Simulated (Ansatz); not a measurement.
# Mo4H: one candidate of a structure search, part 2 of 2

The task: take a trial cell of Mo4H to zero force and stress.

Ansatz 0.2.0; DFT PBE, scalar-relativistic, plane waves, PAW. Earlier steps stand in the parts before.

## (4) Full relaxation

The end of the coarse run is made exact in the group found at a tolerance of 0.06 Å and reduced to its primitive cell.

Contents of input.yaml:

```yaml
crystal:
  lattice:
    - [4.0449654728, 0.0, 0.0]
    - [0.0, 4.0449654728, 0.0]
    - [0.0, 0.0, 4.0449654728]
  atoms:
    - { symbol: H, position: [0.5, 0.5, 0.5] }
    - { symbol: Mo, position: [0.0, 0.5, 0.5] }
    - { symbol: Mo, position: [0.5, 0.5, 0.0] }
    - { symbol: Mo, position: [0.5, 0.0, 0.5] }
    - { symbol: Mo, position: [0.0, 0.0, 0.0] }
basis:
  ecutwfc: 420
kpoints:
  mp_grid: { grid: [10, 10, 10] }
hamiltonian:
  xc: pbe
scf:
  occupations: { method: gaussian, width: 0.1 }
output:
  forces: true
  stress: true
  eigenvalues: true
relax:
  adjacent_minimum: "off"
  f_tol: 0.01
  max_steps: 80
  cell: { stress_tol: 0.05 }
```

Started as:

```sh
$ ansatz run input.yaml --threads 1 --pin off --max-ram 2048MiB --backend cpu --events-out ev --progress --plain --runs-dir out
```

The program printed:

```text
Warning: RAYON_NUM_THREADS=1 ignored (pool sized by the plan → 1); use --threads N
Engine: ansatz 0.2.0, aarch64-unknown-linux-gnu
Pseudopotentials: kind: paw
Pseudopotential: H, paw, valence charge 1, recommended cutoff 420 eV (normal), H.paw.azcp
Pseudopotential: Mo, paw, valence charge 14, recommended cutoff 420 eV (normal), Mo.paw.azcp
Functional definition: PBE
  parameter kappa = 0.804
  parameter beta = 0.06672455060314922
  exchange = pbe_x(kappa = kappa, mu = beta*pi^2/3)
  correlation = pbe_c(beta = beta)
Crystal: 5 atoms, lattice volume = 66.183 Å³
Basis set: ecut = 420 eV, 1309 PW (Γ), exchange–correlation on 60×60×60 points (8 copies of the dense FFT grid, shifted against one another)
Bands: 35, of which v1, the nominal top of the filled ones, is band 29 counted from 1 (28 counted from 0)
Symmetry: 48 space group operations
Space group: Pm-3m (ITA 221), of the structure as read, at distance tolerance 4.0e-5 Å
k-points: 56 of 1000
Non-local potential: H, projectors of the file, l = 0: 2, l = 1: 1
Non-local potential: Mo, projectors of the file, l = 0: 3, l = 1: 2, l = 2: 2, l = 3: 1
PAW form: soft (Blöchl's): semilocal exchange-correlation on the pseudo side does not see the compensation charge
PAW one-centre angular grid: H, 110 points (default); XC on 64 Gauss nodes
PAW one-centre angular grid: Mo, 590 points (default); XC on 64 Gauss nodes
Initial density: superposition of atomic densities (neutral atoms: chi_scale 0, normalization atom), corrected by the library's trained network
Initial wavefunctions: pseudopotential atomic-orbital guess
Functional: x = pbe(κ = 0.804, μ = 0.2195149727645171), c = pbe(β = 0.06672455060314922)
SCF iter   1: F=—  HF=-19838.588046 eV  |F-HF|=—  |Δ(HF+E_count)|=         —  Δρ=6.94e-3  dr2=2.29e-2  ethr=1.77e-3  ⟨swp⟩=5.0  Hψ=6954  notcnv=0
preconditioner: auto → Kerker (q_TF=auto, 2.661 Å⁻¹)  [metal: Δε(μ)=0.002 eV  Ē_g=4.278 eV  σ=0.100 eV  W_gap=0.01  n_scr=18 (ndim 8)  ℏωp=22.8 eV  f_vac=0.000  D(μ)=5.05/eV (n_scr^D=56)]
SCF iter   2: F=—  HF=-19838.586230 eV  |F-HF|=—  |Δ(HF+E_count)|=   1.82e-3  Δρ=3.98e-3  dr2=8.05e-3  ethr=4.02e-5  ⟨swp⟩=1.5  Hψ=2545  notcnv=0
SCF iter   3: F=—  HF=-19838.584801 eV  |F-HF|=—  |Δ(HF+E_count)|=   1.43e-3  Δρ=4.76e-4  dr2=1.50e-4  ethr=1.41e-5  ⟨swp⟩=2.1  Hψ=2422  notcnv=0
SCF iter   4: F=—  HF=-19838.584756 eV  |F-HF|=—  |Δ(HF+E_count)|=   4.50e-5  Δρ=1.09e-4  dr2=5.49e-6  ethr=2.63e-7  ⟨swp⟩=2.2  Hψ=2681  notcnv=0
SCF iter   5: F=—  HF=-19838.584748 eV  |F-HF|=—  |Δ(HF+E_count)|=   7.60e-6  Δρ=2.18e-5  dr2=1.95e-7  ethr=9.63e-9  ⟨swp⟩=2.5  Hψ=2810  notcnv=0
SCF iter   6: F=-19838.584748 eV  HF=-19838.584748 eV  |F-HF|=1.22e-9  |Δ(HF+E_count)|=   1.36e-8  Δρ=3.22e-6  dr2=2.91e-9  ethr=1.75e-10  ⟨swp⟩=6.8  Hψ=6875  notcnv=0
SCF 1 converged in 6 iterations: F = -19838.584748 eV  dr2 = 2.91e-9
relax step   1: F+E_penalty+E_count = -19838.58474816 eV  Δ(F+E_penalty+E_count) = +0.000e0 eV  max|allowed force component| = 1.686e-28 eV/Å  Δτ_max = 0.0000 Å  P = -0.777 GPa  Ω = 66.183 Å³  (6 SCF iters, dr2 threshold 1.00e-7 eV, accepted)
Crystal: 5 atoms, lattice volume = 65.470 Å³
Initial density: handed on by an earlier stage of this run
Initial wavefunctions: those handed on with the density
iter 1 solved again at ethr=7.12e-7 eV; its pass at ethr=3.10e-3 eV (dr2=4.06e-4 eV) is discarded
SCF iter   1: F=—  HF=-19838.582801 eV  |F-HF|=—  |Δ(HF+E_count)|=         —  Δρ=7.55e-4  dr2=3.67e-4  ethr=7.12e-7  ⟨swp⟩=2.6  Hψ=10098  notcnv=0
preconditioner: auto → Kerker (q_TF=auto, 2.666 Å⁻¹)  [metal: Δε(μ)=0.006 eV  Ē_g=4.341 eV  σ=0.100 eV  W_gap=0.04  n_scr=18 (ndim 8)  ℏωp=22.9 eV  f_vac=0.000  D(μ)=4.94/eV (n_scr^D=56)]
SCF iter   2: F=—  HF=-19838.582766 eV  |F-HF|=—  |Δ(HF+E_count)|=   3.48e-5  Δρ=4.40e-4  dr2=1.19e-4  ethr=6.43e-7  ⟨swp⟩=2.0  Hψ=2016  notcnv=0
SCF iter   3: F=—  HF=-19838.582749 eV  |F-HF|=—  |Δ(HF+E_count)|=   1.70e-5  Δρ=4.65e-5  dr2=8.41e-7  ethr=2.08e-7  ⟨swp⟩=2.0  Hψ=2466  notcnv=0
iter 4 did not close the SCF: its close was put off for the readings that it lacked (scf_convergence_deferred on its scf_iter line)
SCF iter   4: F=-19838.582749 eV  HF=-19838.582749 eV  |F-HF|=3.77e-9  |Δ(HF+E_count)|=   7.68e-8  Δρ=9.51e-6  dr2=3.09e-8  ethr=1.48e-9  ⟨swp⟩=2.2  Hψ=2847  notcnv=0
iter 5 did not close the SCF: its close was put off for the readings that it lacked (scf_convergence_deferred on its scf_iter line)
SCF iter   5: F=-19838.582749 eV  HF=-19838.582749 eV  |F-HF|=4.26e-10  |Δ(HF+E_count)|=  5.97e-10  Δρ=1.26e-6  dr2=1.09e-9  ethr=5.42e-11  ⟨swp⟩=2.0  Hψ=2660  notcnv=0
SCF iter   6: F=-19838.582749 eV  HF=-19838.582749 eV  |F-HF|=3.27e-11  |Δ(HF+E_count)|=  1.35e-10  Δρ=3.10e-7  dr2=6.54e-11  ethr=1.91e-12  ⟨swp⟩=1.0  Hψ=5457  notcnv=0
SCF 2 converged in 6 iterations: F = -19838.582749 eV  dr2 = 6.54e-11
relax step   2: F+E_penalty+E_count = -19838.58274881 eV  Δ(F+E_penalty+E_count) = +1.999e-3 eV  max|allowed force component| = 1.954e-29 eV/Å  Δτ_max = 0.0000 Å  P = +1.857 GPa  Ω = 65.470 Å³  energy of the carried Pulay correction = +3.480e-4 eV  (6 SCF iters, dr2 threshold 5.00e-7 eV, rejected (line search))
Crystal: 5 atoms, lattice volume = 65.971 Å³
iter 1 solved again at ethr=3.60e-7 eV; its pass at ethr=3.10e-3 eV (dr2=2.05e-4 eV) is discarded
SCF iter   1: F=—  HF=-19838.585405 eV  |F-HF|=—  |Δ(HF+E_count)|=         —  Δρ=5.32e-4  dr2=1.86e-4  ethr=3.60e-7  ⟨swp⟩=2.1  Hψ=9327  notcnv=0
preconditioner: auto → Kerker (q_TF=auto, 2.663 Å⁻¹)  [metal: Δε(μ)=0.020 eV  Ē_g=4.302 eV  σ=0.100 eV  W_gap=0.11  n_scr=18 (ndim 8)  ℏωp=22.9 eV  f_vac=0.000  D(μ)=5.01/eV (n_scr^D=56)]
SCF iter   2: F=—  HF=-19838.585389 eV  |F-HF|=—  |Δ(HF+E_count)|=   1.65e-5  Δρ=3.10e-4  dr2=6.00e-5  ethr=3.26e-7  ⟨swp⟩=2.0  Hψ=2016  notcnv=0
SCF iter   3: F=—  HF=-19838.585372 eV  |F-HF|=—  |Δ(HF+E_count)|=   1.68e-5  Δρ=3.29e-5  dr2=4.35e-7  ethr=1.05e-7  ⟨swp⟩=2.0  Hψ=2462  notcnv=0
SCF iter   4: F=—  HF=-19838.585372 eV  |F-HF|=—  |Δ(HF+E_count)|=   3.76e-7  Δρ=6.91e-6  dr2=1.65e-8  ethr=7.63e-10  ⟨swp⟩=2.2  Hψ=2740  notcnv=0
SCF iter   5: F=—  HF=-19838.585372 eV  |F-HF|=—  |Δ(HF+E_count)|=  5.28e-10  Δρ=8.99e-7  dr2=5.51e-10  ethr=2.90e-11  ⟨swp⟩=2.0  Hψ=2661  notcnv=0
SCF iter   6: F=-19838.585372 eV  HF=-19838.585372 eV  |F-HF|=1.82e-11  |Δ(HF+E_count)|=  6.18e-11  Δρ=2.17e-7  dr2=3.31e-11  ethr=1.00e-12  ⟨swp⟩=4.0  Hψ=6612  notcnv=0
SCF 3 converged in 6 iterations: F = -19838.585372 eV  dr2 = 3.31e-11
relax step   3: F+E_penalty+E_count = -19838.58537215 eV  Δ(F+E_penalty+E_count) = -6.240e-4 eV  max|allowed force component| = 4.163e-29 eV/Å  Δτ_max = 0.0000 Å  P = -0.009 GPa  Ω = 65.971 Å³  energy of the carried Pulay correction = +1.030e-4 eV  (6 SCF iters, accepted)
Initial wavefunctions: pseudopotential atomic-orbital guess (no wavefunctions were taken with the density)
iter 1 solved again at ethr=1.10e-8 eV; its pass at ethr=3.10e-3 eV (dr2=6.27e-6 eV) is discarded
SCF iter   1: F=—  HF=-19838.585294 eV  |F-HF|=—  |Δ(HF+E_count)|=         —  Δρ=6.84e-6  dr2=4.25e-9  ethr=1.10e-8  ⟨swp⟩=3.6  Hψ=12829  notcnv=0
preconditioner: auto → Kerker (q_TF=auto, 2.663 Å⁻¹)  [metal: Δε(μ)=0.019 eV  Ē_g=4.303 eV  σ=0.100 eV  W_gap=0.11  n_scr=18 (ndim 8)  ℏωp=22.9 eV  f_vac=0.000  D(μ)=5.01/eV (n_scr^D=56)]
SCF iter   2: F=—  HF=-19838.585288 eV  |F-HF|=—  |Δ(HF+E_count)|=   6.30e-6  Δρ=3.79e-6  dr2=1.32e-9  ethr=7.46e-12  ⟨swp⟩=2.4  Hψ=3627  notcnv=0
iter 3 did not close the SCF: its close was put off for the readings that it lacked (scf_convergence_deferred on its scf_iter line)
SCF iter   3: F=-19838.585288 eV  HF=-19838.585288 eV  |F-HF|=1.82e-11  |Δ(HF+E_count)|=   1.46e-9  Δρ=3.17e-7  dr2=3.22e-11  ethr=2.31e-12  ⟨swp⟩=2.1  Hψ=3301  notcnv=0
iter 4 did not close the SCF: its close was put off for the readings that it lacked (scf_convergence_deferred on its scf_iter line)
SCF iter   4: F=-19838.585288 eV  HF=-19838.585288 eV  |F-HF|=3.64e-12  |Δ(HF+E_count)|=  7.28e-12  Δρ=1.35e-7  dr2=5.08e-12  ethr=1.00e-12  ⟨swp⟩=1.0  Hψ=1960  notcnv=0
iter 5 did not close the SCF: its close was put off for the readings that it lacked (scf_convergence_deferred on its scf_iter line)
SCF iter   5: F=-19838.585288 eV  HF=-19838.585288 eV  |F-HF|=1.46e-11  |Δ(HF+E_count)|=  7.28e-12  Δρ=1.49e-8  dr2=7.89e-14  ethr=1.00e-12  ⟨swp⟩=1.0  Hψ=1960  notcnv=0
iter 6 did not close the SCF: its close was put off for the readings that it lacked (scf_convergence_deferred on its scf_iter line)
SCF iter   6: F=-19838.585288 eV  HF=-19838.585288 eV  |F-HF|=7.28e-12  |Δ(HF+E_count)|=    0.00e0  Δρ=2.77e-9  dr2=4.17e-15  ethr=1.00e-12  ⟨swp⟩=1.0  Hψ=1960  notcnv=0
SCF iter   7: F=-19838.585288 eV  HF=-19838.585288 eV  |F-HF|=3.64e-12  |Δ(HF+E_count)|=    0.00e0  Δρ=4.28e-10  dr2=1.14e-16  ethr=1.00e-12  ⟨swp⟩=1.0  Hψ=4144  notcnv=0
SCF 4 converged in 7 iterations: F = -19838.585288 eV  dr2 = 1.14e-16
relax step   4: F+E_penalty+E_count = -19838.58528763 eV  Δ(F+E_penalty+E_count) = +8.451e-5 eV  max|allowed force component| = 6.658e-29 eV/Å  Δτ_max = 0.0000 Å  P = -0.009 GPa  Ω = 65.971 Å³  stress off target by 9.08e-3 GPa  SCF on the basis re-selected at this cell (its energy is not comparable with the rows above)  (7 SCF iters)
basis re-selected at this cell: Δ(F+E_penalty+E_count) = +8.451e-5 eV, ΔP = +0.000 GPa vs the last step (what re-selecting the basis moved, of the pressure what is left beyond the Pulay correction that the steps carried, after the strain that the cell walked since its last selection, with what the two solves' SCF thresholds leave and, on support functions, any second-order correction that the steps lacked; it is no measure of the basis error at this ecutwfc). This SCF's stress stands 9.08e-3 GPa from its target on what of the cell is left free (relax.cell.stress_tol is 5.00e-2 GPa) and its largest allowed force component is 6.66e-29 eV/Å (relax.f_tol is 1.00e-2 eV/Å): within both
SCF converged after 7 iterations
Free energy (F): -19838.585288 eV
Harris-Foulkes:  -19838.585288 eV  (|F-HF|=3.64e-12)
Internal energy: -19838.560227 eV  (E = F + TS)
E sigma→0 (E₀):  -19838.572757 eV
Entropy (-TS):   -0.025061 eV (-5.012 meV/atom)
Fermi energy:    19.781956 eV
--- Per-component energies (eV) ---
  E_band       = -255.003009
  E_kinetic    = 1778.530529
  E_local      = -3252.563033  (includes V_loc(G=0)·N_el)
  E_nonlocal   = 573.712497
  E_hartree    = 1074.912990
  E_xc         = -742.999786
  E_vxc        = -927.800330  (∫ρ·V_xc dr)
  E_paw        = -12805.813640  (= ΣΔE_a)
  E_vpaw       = -576.707744  (= ΣTr[D̂ρ^β])
  E_aug_tail   = -0.000909  (compensation charges beyond the density's cutoff)
  E_ewald      = -6464.338876
  E_smearing   = -0.025061  (= −TS)
  E_closure    = -0.000000  (closes the sum)
  Σ components = -19838.585288   (vs F -19838.585288, Δ=0.00e0)
--- Forces (eV/Å), atoms counted from 1 ---
  atom   1  H      0.00000000    -0.00000000     0.00000000
  atom   2  Mo     0.00000000    -0.00000000     0.00000000
  atom   3  Mo    -0.00000000     0.00000000     0.00000000
  atom   4  Mo     0.00000000    -0.00000000     0.00000000
  atom   5  Mo    -0.00000000     0.00000000    -0.00000000
  max |Σ_I F_I| component: 6.68e-29 eV/Å
--- Stress (GPa, compression-positive) ---
       -0.009084       0.000000       0.000000
        0.000000      -0.009084       0.000000
        0.000000       0.000000      -0.009084
  P = ⅓ Tr σ = -0.0091 GPa (-0.091 kbar)
--- Band table (eV; the first three rows and the last of 56) ---
  k-point 0: bands = ["-40.9782", "-40.7162", "-40.7162", "-40.6943", "-15.5075", "-15.5075", "-15.5075", "-14.8379", "-14.8379", "-14.8379", "-14.7830", "-14.7830", "-14.7830", "-14.3769", "-14.3769", "-14.3769", "10.1267", "13.7055", "15.0064", "15.0064", "15.5519", "15.5519", "15.5519", "19.0018", "19.0018", "19.0018", "21.5288", "21.5288", "23.2988", "23.2988", "23.2988", "23.4411", "23.4411", "23.5886", "24.0993"]
  k-point 1: bands = ["-40.9718", "-40.7210", "-40.7161", "-40.6960", "-15.4915", "-15.4915", "-15.4833", "-14.8449", "-14.8449", "-14.8406", "-14.7848", "-14.7835", "-14.7835", "-14.4072", "-14.3876", "-14.3876", "10.2302", "13.8221", "15.0917", "15.1113", "15.6137", "15.6502", "15.6502", "18.8790", "19.0788", "19.0788", "21.3702", "21.5688", "22.3256", "22.3256", "22.8467", "23.2393", "23.2953", "23.4648", "23.8860"]
  k-point 2: bands = ["-40.9530", "-40.7378", "-40.7160", "-40.6982", "-15.4450", "-15.4450", "-15.4126", "-14.8855", "-14.8855", "-14.8482", "-14.7896", "-14.7644", "-14.7644", "-14.4938", "-14.4184", "-14.4184", "10.5178", "14.1567", "15.3289", "15.4091", "15.7969", "15.9424", "15.9424", "18.5419", "19.3085", "19.3085", "20.9140", "21.0878", "21.0878", "21.6853", "21.8731", "22.6055", "22.7448", "23.2386", "23.2386"]
  k-point 55: bands = ["-40.7828", "-40.7828", "-40.7828", "-40.7512", "-15.7464", "-15.5431", "-15.5431", "-15.5431", "-14.6222", "-14.6222", "-14.5127", "-14.5127", "-14.5127", "-14.5063", "-14.5063", "-14.5063", "14.6914", "15.0347", "15.0347", "15.0347", "15.2900", "18.4863", "18.4863", "18.4863", "18.8579", "18.8579", "18.8579", "18.9307", "18.9307", "21.1889", "21.1889", "21.1889", "23.4697", "23.4697", "23.4697"]
--- Relaxed structure (3 steps of the walk, 2 accepted, 1 SCFs on fresh bases) ---
  F+E_penalty+E_count = -19838.58528763 eV   max|allowed force component| = 6.658e-29 eV/Å   (the final SCF, on the basis selected at the relaxed cell)
  cell:  # Å, volume = 65.9709 Å³
    - [4.040646003828341, -1.0030885127016853e-36, 4.81482486096809e-35]
    - [-1.0030885127016853e-36, 4.040646003828341, 0.0]
    - [4.81482486096809e-35, 0.0, 4.040646003828341]
  atoms:
    - { symbol: H, position: [0.49999999999999994, 0.49999999999999994, 0.49999999999999994] }
    - { symbol: Mo, position: [5.557346023459198e-47, 0.49999999999999994, 0.49999999999999994] }
    - { symbol: Mo, position: [0.49999999999999994, 0.49999999999999994, 9.382740514778653e-48] }
    - { symbol: Mo, position: [0.49999999999999994, 1.1908544927764373e-47, 0.49999999999999994] }
    - { symbol: Mo, position: [-1.753803221151783e-46, -3.4282161730333204e-48, -8.660756647663126e-48] }
```

It took 27 s on 1 thread of Arm Neoverse V2, shared host; peak memory 0.39 GiB.

Relaxation path:

| step | E - E(step 1) (eV/cell) | largest force component (eV/Å) | pressure (GPa) | volume (Å³) |
| --- | --- | --- | --- | --- |
| 1 | 0.0000 | 0.0000 | -0.78 | 66.18 |
| 2 | 0.0020 | 0.0000 | 1.86 | 65.47 |
| 3 | -0.0006 | 0.0000 | -0.01 | 65.97 |
| 4 | -0.0005 | 0.0000 | -0.01 | 65.97 |

Step 1 is the start. Step 4 repeats the geometry before it on a plane-wave basis chosen anew for that cell, so its energy need not be comparable with the rows above. Step 2 was tried and not accepted.

|  | before | after | change |
| --- | --- | --- | --- |
| a (Å) | 4.045 | 4.041 | -0.1 % |
| b (Å) | 4.045 | 4.041 | -0.1 % |
| c (Å) | 4.045 | 4.041 | -0.1 % |
| volume (Å³/atom) | 13.24 | 13.19 | -0.3 % |
| shortest distance (Å) | 2.022 | 2.020 | -0.1 % |
| space group (0.01 Å) | Pm-3m | Pm-3m | same |

Forces and stress were held to the start's 48 operations: a distortion of lower symmetry was not tested.

## (5) Variant: hubbard.sites [{species: Mo, l: d, u_eff: 3.0}], hubbard.double_counting fll, lower_state_search off

Contents of input.yaml:

```yaml
crystal:
  lattice:
    - [4.0406460038, 0.0, 0.0]
    - [0.0, 4.0406460038, 0.0]
    - [0.0, 0.0, 4.0406460038]
  atoms:
    - { symbol: H, position: [0.5, 0.5, 0.5] }
    - { symbol: Mo, position: [0.0, 0.5, 0.5] }
    - { symbol: Mo, position: [0.5, 0.5, 0.0] }
    - { symbol: Mo, position: [0.5, 0.0, 0.5] }
    - { symbol: Mo, position: [0.0, 0.0, 0.0] }
basis:
  ecutwfc: 420
kpoints:
  mp_grid: { grid: [10, 10, 10] }
hamiltonian:
  xc: pbe
  hubbard: { sites: [{ species: Mo, l: d, u_eff: 3.0 }], double_counting: fll }
scf:
  occupations: { method: gaussian, width: 0.1 }
  lower_state_search: "off"
output:
  forces: true
  eigenvalues: true
  stress: true
```

Started as:

```sh
$ ansatz run input.yaml --threads 1 --pin off --max-ram 2048MiB --backend cpu --events-out ev --progress --plain --runs-dir out
```

The program printed, cut to the lines that bear on the results:

```text
Warning: RAYON_NUM_THREADS=1 ignored (pool sized by the plan → 1); use --threads N
H: projections on atomic orbitals take those of the free atom 1s1, of charge +0.00 (hamiltonian.pseudopotentials.projection_atoms); the dataset's partial waves leave at most 1.2e-11 of an orbital's norm unspanned inside its sphere
Mo: projections on atomic orbitals take those of the free atom [Ar 3d10] 4s2 4p6 4d5 5s1, of charge +0.00 (hamiltonian.pseudopotentials.projection_atoms); the dataset's partial waves leave at most 6.0e-6 of an orbital's norm unspanned inside its sphere
[...]
[... 4 set-up lines as earlier in the session ...]
[...]
Crystal: 5 atoms, lattice volume = 65.971 Å³
[...]
the search or the solves at the SCF's close seem to have found levels that the self-consistency loop had missed (the run counts 1). By its estimate they hold under 1e-12 electrons; where the run keeps them, the occupations were computed again with them
[...]
SCF converged after 9 iterations
Free energy (F): -19824.017793 eV
[...]
E sigma→0 (E₀):  -19824.005903 eV
Entropy (-TS):   -0.023780 eV (-4.756 meV/atom)
Fermi energy:    19.723586 eV
[...]
--- Forces (eV/Å), atoms counted from 1 ---
  atom   1  H      0.00000000     0.00000000     0.00000000
  atom   2  Mo     0.00000000     0.00000000     0.00000000
  atom   3  Mo     0.00000000     0.00000000    -0.00000000
  atom   4  Mo     0.00000000    -0.00000000     0.00000000
  atom   5  Mo    -0.00000000     0.00000000     0.00000000
[...]
--- Stress (GPa, compression-positive) ---
        0.588939       0.000000       0.000000
        0.000000       0.588939       0.000000
        0.000000       0.000000       0.588939
  P = ⅓ Tr σ = 0.5889 GPa (5.889 kbar)
--- Band table (eV; the first three rows and the last of 56) ---
[...]
Occupation matrices written to <dir>
```

It took 12 s on 1 thread of Arm Neoverse V2, shared host; peak memory 0.46 GiB.

```csv
run,ending,energy change,pressure (GPa),gap (eV),force (eV/Å),cycles,time
step 4,converged,0,0.0,0.00,0.00,-,27 s
variant,converged,+2.91 eV/atom (U changed: no physical gain or loss),0.6,0.00,0.00,9,12 s
```

Changing the Hubbard U and search for lower states moves the energy by +2.91 eV/atom, and the pressure goes from 0.0 to 0.6 GPa. The U term adds an energy of its own, so the shift says nothing about which run is better.

## (6) What came out

What follows sums up all 2 parts. Changes of volume or cell count from the first structure of part 1.

| quantity | value |
| --- | --- |
| symmetry at the end (tolerance 0.05 Å) | space group Pm-3m (No. 221) |
| conventional cell | a = 4.041 Å, b = 4.041 Å, c = 4.041 Å, α = 90.00°, β = 90.00°, γ = 90.00° |
| volume | 13.19 Å³/atom |
| energy over the elements (uncorrected; H, N, O, F and Cl as molecules) | +0.28 eV/atom |
| gap on the mesh | none (metal) |

**Reading.** The space group Pm-3m (No. 221) is kept, and the volume per atom shrinks by 7.2 % from the first guess. The formation energy is positive, so the separate elements lie lower. No finished test with a distortion of lower symmetry is shown, so the end may be a saddle point.
